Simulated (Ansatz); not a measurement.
All numbers below come from DFT PBE, scalar-relativistic, plane waves, PAW (Ansatz). Settings: cutoff 420 eV, Γ-centred meshes spaced at most about 0.3 Å⁻¹, and about 0.25 Å⁻¹ or finer for metals (2π included), Gaussian smearing. No spin polarisation.

Each guess is relaxed in cell and atoms at zero pressure, on a coarse mesh first where it starts far from rest and then on a converged one. The steps can't lower the symmetry of the start, but it can rise. Energies are static (0 K, no zero-point motion).

Two unrelaxed guesses for Zr2Si3:

A.

```
Zr Si
1.0
     3.29503    0.00000    0.00000
     0.00000    3.29503    0.00000
     0.00000    0.00000    6.73524
Zr Si
2 3
Direct
  0.50000 0.00000 0.26216
  0.00000 0.50000 0.73784
  0.00000 0.50000 0.36525
  0.50000 0.00000 0.63475
  0.50000 0.50000 0.00000
```

B.

```
Zr Si
1.0
     4.12766    0.00000    0.00000
    -2.06383    3.57465    0.00000
     0.00000    0.00000    5.06861
Zr Si
2 3
Direct
  0.66667 0.33333 0.50000
  0.33333 0.66667 0.00000
  0.00000 0.00000 0.74540
  0.00000 0.00000 0.25460
  0.66667 0.33333 0.00000
```

Task: Where do they end, and which end is lower?

Result: A ends lower, by 216 meV/atom. A: P-4m2 at 14.6 Å³/atom → P-4m2 at 18.3 Å³/atom; B: P-6m2 at 15.0 Å³/atom → P-6m2 at 18.4 Å³/atom. Counting Si atoms around Zr (those within 1.25 times the shortest such distance or 1.15 times the sum of covalent radii, 1.27 where that leaves under three; a plus sign parts nearer from farther groups; a slash parts the counts of unlike sites), the end of A has Zr 7 and the end of B has Zr 2+6/3+6. The end of A holds Si–Si nets (shortest 2.41 Å); in the end of B the shortest Si–Si distance is 2.60 Å, near bonding range too. End of A. Conventional cell: a = 3.732 Å, c = 6.579 Å. Zr is surrounded by 5 Si at 2.75–2.77 Å, 2 Si at 2.95 Å and 4 Zr at 3.32 Å; around Si on a site of symmetry 2mm lie 2 Si at 2.41 Å and 5 Zr at 2.75–2.77 Å; around Si on a site of symmetry -4m2 lie 4 Si at 2.41 Å and 4 Zr at 2.95 Å. End of B. Conventional cell: a = 4.502 Å, c = 5.240 Å. Zr on its first site is surrounded by 2 Si at 2.62 Å and 6 Si at 2.92 Å; Zr on its second site has 3 Si at 2.60 Å and 6 Si at 2.91 Å; around Si on a site of symmetry 3m lie 2 Si at 2.60–2.64 Å, 3 Si at 2.91 Å and 6 Zr at 2.91–2.92 Å; 1 more site not described.

Ends held by symmetry can be saddle points. Neither end is the lowest form computed: that has space group P-3m1 (No. 164) and lies 169 meV/atom below the better end. Some candidate types were left out of the draw beforehand, so a known form may be missing.
